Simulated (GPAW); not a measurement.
# Te: band structure with vdW-DF

Crystal: Te.

```xyz
3
Lattice="4.4540 0.0000 0.0000 -2.2270 3.8573 0.0000 0.0000 0.0000 5.9240" Properties=species:S:1:pos:R:3 pbc="T T T"
Te    1.6279    2.8197    0.0000
Te   -0.5991    1.0376    3.9493
Te    1.1981    0.0000    1.9747
```

- Program: GPAW 26.7.0
- Task: band structure
- Functional: vdW-DF
- Potentials or basis: GPAW PAW data sets (gpaw-data 1.2.1)
- Cutoff: 600 eV
- Basis: pw
- k mesh: 5 × 5 × 3
- Occupations: fermi-dirac, width 0.05 eV
- Spin: spin-orbit coupling, no magnetisation
- Maxiter: 150
- Band path: GMKGALHA,LM,KH
- Band points: 100
- spin axis theta (degrees): 54.7
- spin axis phi (degrees): 45
- Soc after scf: second variation

| Property | Result |
| --- | --- |
| Largest force | 0.234 eV/Å |
| Band gap along the path | 0.02 eV, direct |

Forces in eV/Å, atoms in the order of the input:
```
Te  -0.117 -0.203  0.000
Te  -0.117  0.203  0.000
Te   0.234  0.000  0.000
```

Levels at the corners of the path, in eV from the valence-band top:
```csv
point,band 15,band 16,band 17,band 18,band 19,band 20,band 21,band 22
Γ,-1.81,-1.81,-1.06,-1.06,0.33,0.33,1.07,1.07
M,-1.29,-1.29,-1.07,-1.07,0.68,0.68,0.77,0.77
K,-3.15,-3.07,-2.77,-2.77,2.51,2.55,2.72,2.72
Γ,-1.81,-1.81,-1.06,-1.06,0.33,0.33,1.07,1.07
A,-1.44,-1.44,-1.08,-1.08,0.19,0.19,0.31,0.31
L,-2.31,-2.31,-0.37,-0.37,0.55,0.55,1.56,1.56
H,-0.41,-0.41,-0.16,0.00,0.02,0.02,1.00,1.09
A,-1.44,-1.44,-1.08,-1.08,0.19,0.19,0.31,0.31
L,-2.31,-2.31,-0.37,-0.37,0.55,0.55,1.56,1.56
M,-1.29,-1.29,-1.07,-1.07,0.68,0.68,0.77,0.77
K,-3.15,-3.07,-2.77,-2.77,2.51,2.55,2.72,2.72
H,-0.41,-0.41,-0.16,0.00,0.02,0.02,1.00,1.09
```

Run time: 2.5 min on 1 thread of Arm Neoverse V1 (shared host), peak memory 0.54 GiB.

Caveat: spin-orbit coupling was added after a scalar SCF, so levels and gaps hold it while energy, forces, pressure and moments don't; this program's spin-orbit splittings come out too wide for heavy elements; the PAW data sets were made with another functional, which shifts forces and pressure a little.
